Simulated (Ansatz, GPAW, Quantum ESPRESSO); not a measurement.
## ZrC: 4 runs at one level of theory

```
Zr C
1.0
     0.00000    2.36500    2.36500
     2.36500    0.00000    2.36500
     2.36500    2.36500    0.00000
Zr C
1 1
Direct
  0.50000 0.50000 0.50000
  0.00000 0.00000 0.00000
```

Alike in all runs: task band structure; functional PBEsol; k mesh 10 × 10 × 10; occupations fermi-dirac, width 0.05 eV; no spin polarisation; no spin-orbit coupling. Pressure is positive in compression and, in plane waves, holds the error of the finite cutoff, which Ansatz's Pulay term estimates and takes out.

```tsv
program and potentials	plane-wave cutoff (eV)	notes	pressure (GPa)
Ansatz, Ansatz PAW	420	potentials made for PBE, which Ansatz adapts in part; Pulay term of +0.20 GPa included	-8.50
GPAW, PAW data sets generated for this functional	800	-	-9.31
Quantum ESPRESSO, PseudoDojo 0.4.1 SR PBEsol standard	1116	-	-8.29
Ansatz, all-electron LAPW, scalar-relativistic	-	-	?
```

Problem. Estimate from the other rows what the run with Ansatz, all-electron LAPW, scalar-relativistic gave.

Solution. Pressure -8.44 GPa. The other rows, which needn't bracket it: pressure -9.31 to -8.29.
